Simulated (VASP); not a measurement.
# Pd (Fm-3m) in VASP: further runs, part 2 of 2

VASP 6.6.1.

**3. Electrostatic potential, PBEsol**

This run uses another cell than the first one, of 14.52 Å³/atom, 0.994 times its volume.

File INCAR:

```
PREC = Accurate
ENCUT = 520
EDIFF = 1E-6
ISMEAR = 1
SIGMA = 0.1
LREAL = False
LASPH = True
NELM = 80
ALGO = Fast
ISIF = 2
LWAVE = False
LCHARG = True
GGA = PS
LVHAR = True
```

File KPOINTS:

```
Automatic mesh
0
Gamma
  18 18 18
```

File POSCAR:

```
Pd                                      
1.0
   -0.0000000000      1.9361819870      1.9361819870
    1.9361819870      0.0000000000      1.9361819870
    1.9361819870      1.9361819870      0.0000000000
  Pd            
     1
Direct
     0.0000000000000000    0.0000000000000000    0.0000000000000000
```

Potentials or basis: VASP PAW PBE potentials, release 64 (Pd).

Command:

```sh
$ cat potpaw_PBE.64/Pd/POTCAR > POTCAR
$ mpirun -np 1 vasp_std > vasp.out
```

OUTCAR:

```text
PREC = Accurate
   ENCUT = 520
   EDIFF = 1E-6
   ISMEAR = 1
   LREAL = False
   LASPH = True
   NELM = 80
   ISIF = 2
   GGA = PS

 ion  position               nearest neighbor table
   1  0.000  0.000  0.000-

  LATTYP: Found a face centered cubic cell.
 ALAT       =     3.8723639740

  Lattice vectors:

 A1 = (   0.0000000000,   1.9361819870,   1.9361819870)
 A2 = (   1.9361819870,   0.0000000000,   1.9361819870)
 A3 = (   1.9361819870,   1.9361819870,   0.0000000000)

Analysis of symmetry for initial positions (statically):
=====================================================================
 Subroutine PRICEL returns:
 Original cell was already a primitive cell.

 Routine SETGRP: Setting up the symmetry group for a
 face centered cubic supercell.

 Subroutine GETGRP returns: Found 48 space group operations
 (whereof 48 operations were pure point group operations)
 out of a pool of 48 trial point group operations.

The static configuration has the point symmetry O_h .

Analysis of symmetry for dynamics (positions and initial velocities):
=====================================================================
[... 157 lines left out ...]

 E-fermi :   9.8894     XC(G=0): -13.4796

 val. band max:        9.8806628275   @ k =   0.5000   0.0556   0.0000
 cond. band min:       9.8923386743   @ k =   0.5000   0.4444   0.0000
 fundamental gap:      0.0116758467
 Fermi energy:         9.8893584929

 k-point     1 :       0.0000    0.0000    0.0000
  band No.  band energies     occupation
      1       2.5273      2.00000
      2       6.9633      2.00000
      3       6.9633      2.00000
      4       6.9633      2.00000
      5       8.6404      2.00000
      6       8.6404      2.00000
      7      27.0249      0.00000
      8      31.8879      0.00000
      9      31.8879      0.00000
[... 265 lines left out ...]
 k-point    24 :      -0.2222    0.0556    0.0000
  band No.  band energies     occupation
      1       4.2685      2.00000
      2       6.7203      2.00000
      3       7.2985      2.00000
      4       7.3354      2.00000
      5       8.5104      2.00000
      6       9.0522      2.00000
      7      24.8872      0.00000
      8      28.1310      0.00000
      9      32.2129      0.00000

 [... further k-points ...]
[... 5 lines left out ...]
  --------------------------------------------------------------------------------------
  -------------------------------------------------------------------------------------
  Total       -0.0037954     -0.0037954     -0.0037954      0.0000000      0.0000000      0.0000000
  in kB       -0.4188941     -0.4188941     -0.4188941      0.0000000      0.0000000      0.0000000
  external PRESSURE =      -0.4188941 kB  Pullay stress =       0.0000000 kB

 VOLUME and BASIS-vectors are now :
 -----------------------------------------------------------------------------
  energy-cutoff  :      520.00
  volume of cell :       14.52
      direct lattice vectors                 reciprocal lattice vectors
     0.000000000  1.936181987  1.936181987    -0.258240188  0.258240188  0.258240188
     1.936181987  0.000000000  1.936181987     0.258240188 -0.258240188  0.258240188
     1.936181987  1.936181987  0.000000000     0.258240188  0.258240188 -0.258240188

 POSITION                                       TOTAL-FORCE (eV/Angst)
 -----------------------------------------------------------------------------------
      0.00000      0.00000      0.00000        -0.000000     -0.000000      0.000000
 -----------------------------------------------------------------------------------
    total drift:                                0.000000      0.000000      0.000000

  FREE ENERGIE OF THE ION-ELECTRON SYSTEM (eV)
  ---------------------------------------------------
  free  energy   TOTEN  =        -5.9637652712 eV

  energy  without entropy=       -5.9627009533  energy(sigma->0) =       -5.96341050
```

OSZICAR:

```text
N       E                     dE             d eps       ncg     rms          rms(c)
DAV:   1     0.386264012953E+02    0.38626E+02   -0.53653E+03  3542   0.105E+03
DAV:   2    -0.598122218518E+01   -0.44608E+02   -0.43327E+02  3755   0.196E+02
DAV:   3    -0.635007003540E+01   -0.36885E+00   -0.36450E+00  4020   0.209E+01
DAV:   4    -0.635191716862E+01   -0.18471E-02   -0.18470E-02  4148   0.137E+00
DAV:   5    -0.635193750259E+01   -0.20334E-04   -0.20334E-04  4117   0.126E-01    0.871E+00
RMM:   6    -0.598204945899E+01    0.36989E+00   -0.67554E-01  3516   0.903E+00    0.387E+00
RMM:   7    -0.596850775389E+01    0.13542E-01   -0.13740E-02  3807   0.151E+00    0.202E+00
RMM:   8    -0.596380242446E+01    0.47053E-02   -0.25193E-03  3945   0.595E-01    0.146E-01
RMM:   9    -0.596375645167E+01    0.45973E-04   -0.30431E-04  4251   0.186E-01    0.293E-02
RMM:  10    -0.596376379936E+01   -0.73477E-05   -0.61513E-05  4290   0.694E-02    0.124E-02
RMM:  11    -0.596376494940E+01   -0.11500E-05   -0.13751E-05  4008   0.317E-02    0.149E-02
RMM:  12    -0.596376527121E+01   -0.32182E-06   -0.54763E-06  3319   0.232E-02
   1 F= -.59637653E+01 E0= -.59634105E+01  d E =-.106432E-02
```

stdout:

```text
POSCAR found type information on POSCAR Pd
 POSCAR found :  1 types and       1 ions
 scaLAPACK will be used
 -----------------------------------------------------------------------------
|                                                                             |
|                                                                             |
|     You enforced a specific xc type in the INCAR file but a different       |
|     I HOPE YOU KNOW WHAT YOU ARE DOING!                                     |
|                                                                             |
 -----------------------------------------------------------------------------

 LDA part: xc-table for (Slater+PW92), standard interpolation
 POSCAR, INCAR and KPOINTS ok, starting setup
 FFT: planning ... GRIDC
 FFT: planning ... GRID_SOFT
 FFT: planning ... GRID
 WAVECAR not read
 entering main loop
```

It took 9.2 s on 1 thread of Intel Xeon 6975P-C (Granite Rapids), shared host; peak memory 0.14 GiB.

Results:

```yaml
Free_energy: -5.9638 eV
Pressure: 0.0 GPa
Band_gap_on_the_k_mesh: none (metal or under the smearing width)
```

Caveat: the PAW data sets were made with another functional, which shifts forces and pressure a little.
